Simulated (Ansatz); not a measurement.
Crystal: FeO.

```
CELL_PARAMETERS angstrom
1.51768 0.87623 2.51579
-1.51768 0.87623 2.51579
0.00000 -1.75247 2.51579
ATOMIC_POSITIONS crystal
Fe 0.00000 0.00000 0.00000
O 0.50000 0.50000 0.50000
```

Alike in all runs: program Ansatz 0.2.0; functional PBE; potentials or basis Ansatz PAW; cutoff 420 eV (not typed: the program's choice for these potentials); k mesh 11 × 11 × 11; occupations fermi-dirac, width 0.05 eV.

The same cell was started in several ways:

| start | free energy over the lowest (meV/atom) | net moment (μB) | site or absolute moments (μB) | gap |
| --- | --- | --- | --- | --- |
| collinear spin, ferromagnetic start of up to 3 μB | 0.0 | 4.00 | Fe +3.45; O +0.32 | none (metal or under the smearing width) |
| collinear spin, ferromagnetic start of up to 4.5 μB | 0.0 | 4.00 | Fe +3.45; O +0.32 | none (metal or under the smearing width) |
| collinear spin, random start of up to 2.68 μB | 0.0 | -4.00 | Fe -3.45; O -0.32 | none (metal or under the smearing width) |
| no spin polarisation | 708.0 | - | - | none (metal or under the smearing width) |

Allowing spin polarisation gains 708 meV/atom. A still lower state may exist.

Caveats: semilocal functionals often make such compounds metallic where correlation or magnetic order opens a gap, which also shifts bond lengths; a cell with one magnetic atom can't hold antiferromagnetic order, which such compounds often take (some runs).
